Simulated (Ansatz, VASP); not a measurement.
Two plane-wave programs on HfO2

```xyz
3
Lattice="0.0000 2.2266 3.3399 2.2266 0.0000 3.3399 2.2266 2.2266 0.0000" Properties=species:S:1:pos:R:3 pbc="T T T"
Hf    0.0000    0.0000    0.0000
O     1.1133    1.1133    1.6699
O     3.3399    3.3399    5.0098
```

Alike in both runs: task single point; functional PBE; k mesh 8 × 8 × 8; occupations gaussian, width 0.05 eV; no spin polarisation.

```csv
,VASP,Ansatz
version,VASP 6.6.1,Ansatz 0.2.0
potentials or method,"VASP PAW PBE potentials, release 64 (Hf_pv, O)","scalar-relativistic, plane waves, PAW"
plane-wave cutoff (eV),520,420
valence electrons in the cell,22,38
```

VASP gave:

| Property | Result |
| --- | --- |
| gap on the k mesh at the Fermi level (eV) | none |
| pressure (GPa) | -0.5 |
| largest component of the traceless stress (GPa) | 86.51 |

What did Ansatz give for the same quantities?

gap on the k mesh at the Fermi level (eV): none; pressure (GPa): 2.2; largest component of the traceless stress (GPa): 85.82.

A gap of «none» marks a metal or a gap that the smearing closes. The two sets of potentials don't hold the same shells in valence.

Spin-orbit coupling is left out, which matters for the levels of Hf.
